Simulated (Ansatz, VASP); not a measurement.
**CuO: VASP beside Ansatz**

```xyz
4
Lattice="2.3447 -1.7134 0.0000 2.3447 1.7134 0.0000 -0.8606 0.0000 5.0594" Properties=species:S:1:pos:R:3 pbc="T T T"
Cu    1.1723    0.8457    0.0000
Cu    0.7421   -0.8457    2.5297
O     2.0724   -0.2841    1.2836
O     1.6421    0.2841    3.8133
```

Alike in both runs: task single point; functional r2SCAN; k mesh 1 × 1 × 1; occupations gaussian, width 0.1 eV; collinear spin.

|  | VASP | Ansatz |
| --- | --- | --- |
| version | VASP 6.6.1 | Ansatz 0.2.0 |
| potentials or method | VASP PAW PBE potentials, release 64 (Cu, O) | scalar-relativistic, plane waves, PAW |
| plane-wave cutoff (eV) | 520 | 500 |
| valence electrons in the cell | 34 | 50 |

|  | VASP | Ansatz | Ansatz less VASP |
| --- | --- | --- | --- |
| gap on the k mesh at the Fermi level (eV) | 0.51 | 1.18 | +0.667 |
| least direct gap on the mesh (eV) | 0.51 | 1.18 | +0.667 |
| pressure (GPa) | -1.9 | 0.8 | +2.62 |
| largest component of the traceless stress (GPa) | 18.75 | 24.64 | +5.894 |
| rms of the force components (eV/Å) | 0.869 | 0.701 | -0.1678 |
| net moment per atom (μB) | 0.00 | 0.50 | +0.500 |
| size of the moment on the site where the two differ most (μB) | 0.00 | 0.54 | +0.535 |

The net moments differ so much that the two runs ended in different magnetic states, which moves the other rows too. Site moments also hang on the region over which each program counts them. Atom by atom the forces differ by 0.262 eV/Å (rms over components). The two sets of potentials don't hold the same shells in valence. Ansatz warned: «stability_check_not_made».

Caveats: the k mesh is coarse (spacing up to 2.28 Å⁻¹), so the values aren't converged; the PAW data sets were made with another functional, which shifts forces and pressure a little (VASP); an odd mesh through Γ misses points on the zone boundary, where band edges often lie. r2SCAN opens gaps a little over a GGA but as a rule still falls short of measured ones.
